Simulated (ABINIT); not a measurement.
Crystal: AlN.

```
CELL_PARAMETERS angstrom
0.00000 2.18399 2.18399
2.18399 0.00000 2.18399
2.18399 2.18399 0.00000
ATOMIC_POSITIONS crystal
Al 0.00000 0.00000 0.00000
N 0.25000 0.25000 0.25000
```

Measurements of this composition are mostly on another form, of space group No. 186.

Base run:

* Program: ABINIT 10.8.3 (patched build)
* Functional: PBE
* Potentials or basis: SPMS NC PBE v1.0
* Cutoff: 925 eV
* k mesh: 10 × 10 × 10
* Occupations: fermi-dirac, width 0.05 eV
* Spin: no spin polarisation

Its results: band gap on the k mesh 3.32 eV, indirect (least direct gap 4.21 eV); pressure 3.8 GPa.

After a change of settings the same cell gave: band gap on the k mesh 3.32 eV, indirect (least direct gap 4.19 eV); pressure 4.5 GPa. Which change was it?
A. potentials or basis from SPMS NC PBE v1.0 to PseudoDojo NC SR PBE v0.4.1 standard; cutoff from 925 eV to 1143 eV
B. functional from PBE to LDA-VWN; potentials or basis from SPMS NC PBE v1.0 to PseudoDojo NC SR LDA v0.4.1 standard; cutoff from 925 eV to 1143 eV
C. functional from PBE to SOGGA; potentials or basis from SPMS NC PBE v1.0 to PseudoDojo NC SR PBEsol v0.4.1 standard; cutoff from 925 eV to 1143 eV
D. functional from PBE to AM05; potentials or basis from SPMS NC PBE v1.0 to PseudoDojo NC SR PBEsol v0.4.1 standard; cutoff from 925 eV to 1143 eV

A.
